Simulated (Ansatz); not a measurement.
BeO (wurtzite)

```
CELL_PARAMETERS angstrom
      2.69285     0.00000     0.00000
     -1.34642     2.33208     0.00000
      0.00000     0.00000     4.37286
ATOMIC_POSITIONS crystal
  Be 0.66667 0.33333 0.00147
  Be 0.33333 0.66667 0.50147
  O  0.66667 0.33333 0.62373
  O  0.33333 0.66667 0.12373
```

E(V) scan at fixed shape, V₀ the volume above. The atoms relax within the cell's symmetry.

The numbers are results of PBEsol (plane waves to 420 eV, PAW, scalar-relativistic; Ansatz, a program for electronic structure), not measurements. k mesh 14×14×8 (Γ-centred), Fermi-Dirac smearing 0.05 eV. Stress and pressure are positive under compression. BeO was relaxed with its symmetry unable to fall.

At one point of the scan the stress tensor (GPa) is:

```
   15.1      0.0      0.0
    0.0     15.1      0.0
    0.0      0.0     15.1
```

Q: Which point is it?
(A) V/V₀ = 0.985
(B) V/V₀ = 0.955
(C) V/V₀ = 0.970
(D) V/V₀ = 0.940

A: D, V/V₀ = 0.940

(A scan under strain: stresses follow from slopes of the energy per volume, elastic moduli from its curvatures.)
